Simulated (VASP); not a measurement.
**SrO in VASP: how settings move the PBE single point**

Aim: see what changed inputs do to the PBE single point of SrO in the database structure, under -2.5 % biaxial strain in x and y, free along z.

The runs shown are made with VASP 6.6.1. PAW datasets, plane waves. Spin-unpolarised throughout; all numbers are computed.

## (1) The structure to begin with

The cell comes from an earlier relaxation with r2SCAN in another program, then strained, with the atoms relaxed again.

The symmetry is P6_3/mmc (No. 194, hexagonal); a = 3.460 Å, c = 6.254 Å in the conventional setting, 16.21 Å³ an atom. Near Sr stand 6 O at 2.54 Å; near O stand 6 Sr at 2.54 Å.

The structure in full:

```xyz
4
Lattice="3.4595 0.0000 0.0000 -1.7298 2.9960 0.0000 0.0000 0.0000 6.2544" Properties=species:S:1:pos:R:3 pbc="T T T"
Sr    0.0000    1.9974    1.5636
Sr    1.7298    0.9987    4.6908
O     0.0000    0.0000    0.0000
O     0.0000    0.0000    3.1272
```

## (2) Baseline

The input, INCAR:

```
ENCUT = 520.000000
SIGMA = 0.020000
EDIFF = 1.00e-07
GGA = PE
PREC = Accurate
IBRION = -1
ISIF = 2
ISMEAR = -1
NBANDS = 24
NELM = 120
NSW = 0
LASPH = .TRUE.
LCHARG = .FALSE.
LWAVE = .FALSE.
LREAL = .FALSE.
```

The input, KPOINTS:

```
KPOINTS created by Atomic Simulation Environment
0
Gamma
12 12 4
0 0 0
```

The input, POSCAR:

```
Sr O
 1.0000000000000000
     3.4595136926894274    0.0000000000288675    0.0000000000000000
    -1.7297568463697137    2.9960267425947222    0.0000000000000000
     0.0000000000000000    0.0000000000000000    6.2544300234000003
 Sr  O
   2   2
Cartesian
 -0.0000000000166668  1.9973511617394373  1.5636075058499996
  1.7297568463363808  0.9986755808841520  4.6908225175499991
  0.0000000000000000  0.0000000000000000  0.0000000000000000
  0.0000000000000000  0.0000000000000000  3.1272150116999993
```

A file KPOINTS_OPT adds named points for the levels; it doesn't enter the self-consistent loop.

Potentials: the recommended PBE PAW datasets, 32 valence electrons.

Command:

```sh
> mpirun -np 1 vasp_std
```

The closing lines of the self-consistent loop in OSZICAR:

```text
DAV:  13    -0.236276110411E+02    0.76831E-05   -0.22645E-05  3288   0.315E-02    0.196E-02
DAV:  14    -0.236276118950E+02   -0.85387E-06   -0.58496E-06  3848   0.149E-02    0.337E-03
DAV:  15    -0.236276118254E+02    0.69531E-07   -0.28586E-07  3416   0.293E-03
   1 F= -.23627612E+02 E0= -.23627612E+02  d E =-.252382E-10
```

Run time: 95 s. Hardware: 1 MPI rank of Intel Xeon Platinum 8488C, shared host; peak memory 0.27 GiB.

It gives: energy (σ→0) -23.6276 eV, pressure 6.39 GPa, gap on the mesh 3.16 eV.

## (3) Variant 1

The input, INCAR:

```
ENCUT = 520.000000
EDIFF = 1.00e-07
PREC = Accurate
IBRION = -1
ISIF = 2
NELM = 120
NSW = 0
LASPH = .TRUE.
LCHARG = .FALSE.
LWAVE = .FALSE.
LREAL = .FALSE.
ISMEAR = 1
SIGMA = 0.1
NBANDS = 40
GGA = PS
```

KPOINTS is that of step 2.

POSCAR is that of step 2.

Command:

```sh
> mpirun -np 1 vasp_std
```

Standard output, without the iteration lines:

```text
POSCAR found type information on POSCAR SrO
 POSCAR found :  2 types and       4 ions
 -----------------------------------------------------------------------------
|                                                                             |
|                                                                             |
|     You enforced a specific xc type in the INCAR file but a different       |
|     I HOPE YOU KNOW WHAT YOU ARE DOING!                                     |
|                                                                             |
 -----------------------------------------------------------------------------

 LDA part: xc-table for (Slater+PW92), standard interpolation
 POSCAR, INCAR and KPOINTS ok, starting setup
 FFT: planning ... GRIDC
 FFT: planning ... GRID_SOFT
 FFT: planning ... GRID
 WAVECAR not read
 entering main loop
```

OSZICAR:

```text
N       E                     dE             d eps       ncg     rms          rms(c)
DAV:   1     0.159618253094E+03    0.15962E+03   -0.14695E+04  4560   0.767E+02
DAV:   2    -0.194658462244E+02   -0.17908E+03   -0.17069E+03  5456   0.211E+02
DAV:   3    -0.287815322181E+02   -0.93157E+01   -0.91231E+01  7168   0.370E+01
DAV:   4    -0.290763232336E+02   -0.29479E+00   -0.29461E+00  5448   0.476E+00
DAV:   5    -0.290802450664E+02   -0.39218E-02   -0.39218E-02  6040   0.470E-01    0.258E+01
DAV:   6    -0.252343785625E+02    0.38459E+01   -0.62324E+00  4976   0.141E+01    0.291E+01
DAV:   7    -0.250162299670E+02    0.21815E+00   -0.46410E-01  5560   0.343E+00    0.198E+01
DAV:   8    -0.249106593626E+02    0.10557E+00   -0.41853E-01  5688   0.311E+00    0.901E-01
DAV:   9    -0.249117189735E+02   -0.10596E-02   -0.12418E-02  6160   0.480E-01    0.393E-01
DAV:  10    -0.249119734945E+02   -0.25452E-03   -0.15257E-03  5352   0.191E-01    0.192E-01
DAV:  11    -0.249124734638E+02   -0.49997E-03   -0.61389E-04  5304   0.109E-01    0.465E-02
DAV:  12    -0.249124734166E+02    0.47195E-07   -0.13641E-05  5576   0.131E-02    0.310E-02
DAV:  13    -0.249124821308E+02   -0.87142E-05   -0.13062E-05  5272   0.181E-02    0.118E-02
DAV:  14    -0.249124819421E+02    0.18873E-06   -0.43654E-07  5600   0.544E-03    0.773E-03
DAV:  15    -0.249124824091E+02   -0.46705E-06   -0.35908E-07  5320   0.296E-03    0.240E-03
DAV:  16    -0.249124823929E+02    0.16201E-07   -0.12234E-08  3496   0.679E-04
   1 F= -.24912482E+02 E0= -.24912547E+02  d E =0.195180E-03
```

OUTCAR, selected sections:

```text
k-points           NKPTS =     57   k-points in BZ     NKDIM =     57   number of bands    NBANDS=     40

   NELECT =      32.0000    total number of electrons

   dimension x,y,z NGX =    28 NGY =   28 NGZ =   48
   dimension x,y,z NGXF=    56 NGYF=   56 NGZF=   96

  energy-cutoff  :      520.00
  volume of cell :       64.83
      direct lattice vectors                 reciprocal lattice vectors
     3.459513693  0.000000000  0.000000000     0.289057968  0.166887696  0.000000000
    -1.729756846  2.996026743  0.000000000    -0.000000000  0.333775392  0.000000000
     0.000000000  0.000000000  6.254430023     0.000000000  0.000000000  0.159886672

 k-points in reciprocal lattice and weights: KPOINTS created by Atomic Simulation Env
   0.00000000  0.00000000  0.00000000       0.002
   0.08333333 -0.00000000  0.00000000       0.010
   0.16666667 -0.00000000  0.00000000       0.010
   0.25000000  0.00000000  0.00000000       0.010
   0.33333333 -0.00000000  0.00000000       0.010
   0.41666667 -0.00000000  0.00000000       0.010
   0.50000000  0.00000000  0.00000000       0.005
   0.08333333  0.08333333  0.00000000       0.010
[... 49 more k-points ...]

 E-fermi :   2.2065

 k-point     1 :       0.0000    0.0000    0.0000
  band No.  band energies     occupation
      1     -30.4614      2.00000
      2     -30.3400      2.00000
      3     -14.9346      2.00000
      4     -13.2617      2.00000
      5     -12.0905      2.00000
      6     -12.0541      2.00000
      7     -12.0541      2.00000
      8     -12.0078      2.00000
      9     -12.0078      2.00000
     10     -10.4495      2.00000
     11      -0.5979      2.00000
     12       1.2763      2.00000
     13       1.2763      2.00000
     14       1.5038      2.00000
     15       1.5038      2.00000
     16       2.1747      1.51014
     17       5.4875      0.00000
     18       7.2081      0.00000
     19       7.3283      0.00000
     20       8.5033      0.00000
     21       8.5033      0.00000
     22       9.9789      0.00000
     23       9.9789      0.00000
     24      10.5939      0.00000
     25      10.5939      0.00000
     26      11.1338      0.00000
     27      13.7021      0.00000
     28      13.7021      0.00000
     29      15.9111      0.00000
     30      17.0077      0.00000
     31      18.8362      0.00000
     32      19.4440      0.00000
     33      19.7367      0.00000
     34      19.7367      0.00000
     35      22.5248      0.00000
     36      22.5248      0.00000
     37      26.8156      0.00000
     38      26.8156      0.00000
     39      27.0512      0.00000
     40      28.7998      0.00000

[... the tables of k-points 2 to 57 left out ...]

  Total        1.7173665      1.7173665     -0.7937579      0.0000000     -0.0000000      0.0000000
  in kB       42.4448577     42.4448577    -19.6177944      0.0000000     -0.0000000      0.0000000
  external PRESSURE =      21.7573070 kB  Pullay stress =       0.0000000 kB

 POSITION                                       TOTAL-FORCE (eV/Angst)
 -----------------------------------------------------------------------------------
     -0.00000      1.99735      1.56361        -0.000000      0.000000     -0.000000
      1.72976      0.99868      4.69082         0.000000     -0.000000     -0.000000
      0.00000      0.00000      0.00000         0.000000     -0.000000      0.000000
      0.00000      0.00000      3.12722         0.000000     -0.000000      0.000000
 -----------------------------------------------------------------------------------
    total drift:                               -0.000000      0.000000     -0.000000

  FREE ENERGIE OF THE ION-ELECTRON SYSTEM (eV)
  ---------------------------------------------------
  free  energy   TOTEN  =       -24.9124823929 eV

  energy  without entropy=      -24.9126775725  energy(sigma->0) =      -24.91254745
```

Run time: 2.8 min. Hardware: 1 MPI rank of Intel Xeon Platinum 8488C, shared host; peak memory 0.25 GiB.

Changed: ISMEAR = 1, SIGMA = 0.1, NBANDS = 40, GGA = PS. VASP runs to the end. Its total energy is on another scale than the reference's; the pressure goes from 6.4 to 2.2 GPa, the gap on the mesh goes from 3.16 to 3.06 eV. The functional is now PBEsol, on datasets made with PBE. Methfessel–Paxton smearing doesn't suit an insulator: it can give occupations over two and under zero at the band edges, with a Fermi level inside a band.

## (4) Variant 2

INCAR: that of step 2 with these lines changed.

```diff
@@ -1,2 +1 @@
-ENCUT = 520.000000
 SIGMA = 0.020000
@@ -15 +14,2 @@
 LREAL = .FALSE.
+ENCUT = 300
```

KPOINTS is that of step 2.

POSCAR is that of step 2.

Command:

```sh
> mpirun -np 1 vasp_std
```

Printed to the terminal (iteration lines stand in OSZICAR):

```text
POSCAR found type information on POSCAR SrO
 POSCAR found :  2 types and       4 ions
 LDA part: xc-table for (Slater+PW92), standard interpolation
 POSCAR, INCAR and KPOINTS ok, starting setup
 FFT: planning ... GRIDC
 FFT: planning ... GRID_SOFT
 FFT: planning ... GRID
 WAVECAR not read
 entering main loop
```

OSZICAR:

```text
N       E                     dE             d eps       ncg     rms          rms(c)
DAV:   1     0.123734073840E+03    0.12373E+03   -0.11872E+04  2760   0.839E+02
DAV:   2    -0.198065912727E+02   -0.14354E+03   -0.13504E+03  3896   0.224E+02
DAV:   3    -0.276764945178E+02   -0.78699E+01   -0.78312E+01  4336   0.454E+01
DAV:   4    -0.278332417146E+02   -0.15675E+00   -0.15672E+00  3552   0.519E+00
DAV:   5    -0.278342689683E+02   -0.10273E-02   -0.10272E-02  3720   0.481E-01    0.254E+01
DAV:   6    -0.240905123373E+02    0.37438E+01   -0.12958E+01  3016   0.201E+01    0.278E+01
DAV:   7    -0.240169083851E+02    0.73604E-01   -0.11083E+00  3928   0.528E+00    0.185E+01
DAV:   8    -0.239398935284E+02    0.77015E-01   -0.42148E-01  2936   0.424E+00    0.196E+00
DAV:   9    -0.239277557920E+02    0.12138E-01   -0.62071E-02  4240   0.164E+00    0.338E-01
DAV:  10    -0.239296509546E+02   -0.18952E-02   -0.72762E-03  3512   0.452E-01    0.166E-01
DAV:  11    -0.239303070766E+02   -0.65612E-03   -0.85436E-04  3080   0.163E-01    0.444E-02
DAV:  12    -0.239303960999E+02   -0.89023E-04   -0.94443E-05  3120   0.655E-02    0.248E-02
DAV:  13    -0.239303969802E+02   -0.88030E-06   -0.47839E-06  3520   0.141E-02    0.837E-03
DAV:  14    -0.239303974275E+02   -0.44733E-06   -0.71211E-07  3144   0.524E-03    0.240E-03
DAV:  15    -0.239303974275E+02   -0.18190E-11   -0.27049E-08  2424   0.101E-03
   1 F= -.23930397E+02 E0= -.23930397E+02  d E =-.366671E-12
```

Parts of OUTCAR:

```text
k-points           NKPTS =     57   k-points in BZ     NKDIM =     57   number of bands    NBANDS=     24

   NELECT =      32.0000    total number of electrons

   dimension x,y,z NGX =    20 NGY =   20 NGZ =   36
   dimension x,y,z NGXF=    40 NGYF=   40 NGZF=   72

  energy-cutoff  :      300.00
  volume of cell :       64.83
      direct lattice vectors                 reciprocal lattice vectors
     3.459513693  0.000000000  0.000000000     0.289057968  0.166887696  0.000000000
    -1.729756846  2.996026743  0.000000000    -0.000000000  0.333775392  0.000000000
     0.000000000  0.000000000  6.254430023     0.000000000  0.000000000  0.159886672

 k-points in reciprocal lattice and weights: KPOINTS created by Atomic Simulation Env
   0.00000000  0.00000000  0.00000000       0.002
   0.08333333 -0.00000000  0.00000000       0.010
   0.16666667 -0.00000000  0.00000000       0.010
   0.25000000  0.00000000  0.00000000       0.010
   0.33333333 -0.00000000  0.00000000       0.010
   0.41666667 -0.00000000  0.00000000       0.010
   0.50000000  0.00000000  0.00000000       0.005
   0.08333333  0.08333333  0.00000000       0.010
[... 49 more k-points ...]

 E-fermi :   2.7181

 k-point     1 :       0.0000    0.0000    0.0000
  band No.  band energies     occupation
      1     -30.4357      2.00000
      2     -30.3175      2.00000
      3     -14.9105      2.00000
      4     -13.3468      2.00000
      5     -12.0418      2.00000
      6     -12.0148      2.00000
      7     -12.0148      2.00000
      8     -11.9700      2.00000
      9     -11.9700      2.00000
     10     -10.4991      2.00000
     11      -0.3642      2.00000
     12       1.3919      2.00000
     13       1.3919      2.00000
     14       1.6777      2.00000
     15       1.6777      2.00000
     16       2.2532      2.00000
     17       5.7891      0.00000
     18       7.4822      0.00000
     19       7.6329      0.00000
     20       8.7218      0.00000
     21       8.7218      0.00000
     22      10.1946      0.00000
     23      10.1946      0.00000
     24      10.7856      0.00000

 k-point     2 :       0.0833   -0.0000    0.0000
  band No.  band energies     occupation
      1     -30.4237      2.00000
      2     -30.3094      2.00000
      3     -14.8537      2.00000
      4     -13.4937      2.00000
      5     -12.1007      2.00000
      6     -12.0469      2.00000
      7     -12.0389      2.00000
      8     -11.9748      2.00000
      9     -11.8605      2.00000
     10     -10.5759      2.00000
     11      -0.2611      2.00000
     12       1.2332      2.00000
     13       1.4331      2.00000
     14       1.6089      2.00000
     15       1.6295      2.00000
     16       2.2250      2.00000
     17       6.1081      0.00000
     18       7.1436      0.00000
     19       7.6579      0.00000
     20       8.9114      0.00000
     21       9.3154      0.00000
     22      10.2614      0.00000
     23      10.3191      0.00000
     24      10.5905      0.00000

[... the tables of k-points 3 to 57 left out ...]

  Total       -5.9168818     -5.9168818     -8.2529029      0.0000000      0.0000000      0.0000000
  in kB     -146.2362364   -146.2362364   -203.9711951      0.0000000      0.0000000      0.0000000
  external PRESSURE =    -165.4812227 kB  Pullay stress =       0.0000000 kB

 POSITION                                       TOTAL-FORCE (eV/Angst)
 -----------------------------------------------------------------------------------
     -0.00000      1.99735      1.56361         0.000000     -0.000000     -0.000000
      1.72976      0.99868      4.69082        -0.000000     -0.000000      0.000000
      0.00000      0.00000      0.00000        -0.000000      0.000000     -0.000000
      0.00000      0.00000      3.12722        -0.000000      0.000000     -0.000000
 -----------------------------------------------------------------------------------
    total drift:                               -0.000000      0.000000     -0.000000

  FREE ENERGIE OF THE ION-ELECTRON SYSTEM (eV)
  ---------------------------------------------------
  free  energy   TOTEN  =       -23.9303974275 eV

  energy  without entropy=      -23.9303974275  energy(sigma->0) =      -23.93039743
```

Wall time 40 s (1 MPI rank of Intel Xeon Platinum 8488C, shared host); peak memory 0.16 GiB.

Changed: ENCUT = 300. The run ends normally. Against the reference the energy moves by -75.7 meV/atom; the pressure goes from 6.4 to -16.5 GPa, the gap on the mesh goes from 3.16 to 3.27 eV. These settings are too coarse to quote the result as the crystal's.

## (5) Comparison

| run | changed | ending | energy change (meV/atom) | pressure (GPa) | gap on the mesh (eV; negative: overlap) | electronic steps | time | usable |
| --- | --- | --- | --- | --- | --- | --- | --- | --- |
| ref. | – | converged | 0 | 6.4 | 3.16 | 15 | 95 s | yes |
| 1 | ISMEAR = 1, SIGMA = 0.1, NBANDS = 40, GGA = PS | converged | – | 2.2 | 3.06 | 16 | 2.8 min | yes |
| 2 | ENCUT = 300 | converged | -75.7 | -16.5 | 3.27 | 15 | 40 s | no |

**Reading.** Of 2 altered inputs, 1 ended normally on a faulty or unsound input, 1 gave usable results.
